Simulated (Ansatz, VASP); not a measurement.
This is a calculation of BAs for VASP 6.6.1. 

Contents of INCAR:

```
SYSTEM = BAs
PREC = Accurate ; ENCUT = 520
EDIFF = 1E-6 ; ISMEAR = 0
SIGMA = 0.011 ; LREAL = .False.
LASPH = .True. ; NELM = 60
ALGO = Fast ; ISIF = 2
LWAVE = .False. ; LCHARG = .False.
GGA = PE ; NBANDS = 11
```

KPOINTS

```
Automatic mesh
0
Gamma
  10 10 10
  0 0 0
```

POSCAR

```
BAs
1.0
    0.0000000000      2.3885000000      2.3885000000
    2.3885000000      0.0000000000      2.3885000000
    2.3885000000      2.3885000000      0.0000000000
As B
1 1
Direct
    0.7500000000      0.7500000000      0.7500000000
    0.0000000000      0.0000000000      0.0000000000
```

Potentials or basis: VASP PAW PBE potentials, release 64 (As, B).

Run with:

```console
$ cat potpaw_PBE.64/As/POTCAR potpaw_PBE.64/B/POTCAR > POTCAR
$ mpirun -np 1 vasp_std > vasp.out
```

Task: What does the same run look like in Ansatz 0.2.0? Potentials or basis there: all-electron LAPW, scalar-relativistic.

Result: As run (cutoffs and basis follow the program's own potentials, and thresholds, step limits or extra output files can differ):

The input input.yaml:

```yaml
crystal:
  lattice:
    - [0.0, 2.3885, 2.3885]
    - [2.3885, 0.0, 2.3885]
    - [2.3885, 2.3885, 0.0]
  atoms:
    - { symbol: As, position: [0.75, 0.75, 0.75] }
    - { symbol: B, position: [0.0, 0.0, 0.0] }
kpoints:
  mp_grid: { grid: [10, 10, 10] }
scf:
  occupations: { method: gaussian, width: 0.011 }
hamiltonian:
  xc: pbe
  pseudopotentials: { kind: all_electron, lapw: { basis_error: 0.001 } }
output:
  forces: true
  stress: true
  eigenvalues: true
```

Potentials or basis: all-electron LAPW, scalar-relativistic.

The run is started by

```bash
$ ansatz run input.yaml --threads 1 --pin off --max-ram 3072MiB --backend cpu --events-out ev --progress --plain --runs-dir out
```

Both were run:

|  | VASP | Ansatz |
| --- | --- | --- |
| Pressure | 3.4 GPa | 2.7 GPa |

Where Ansatz's input types no cutoff or centring, it takes its own default and a Γ-centred mesh.

Pressure is positive in compression.
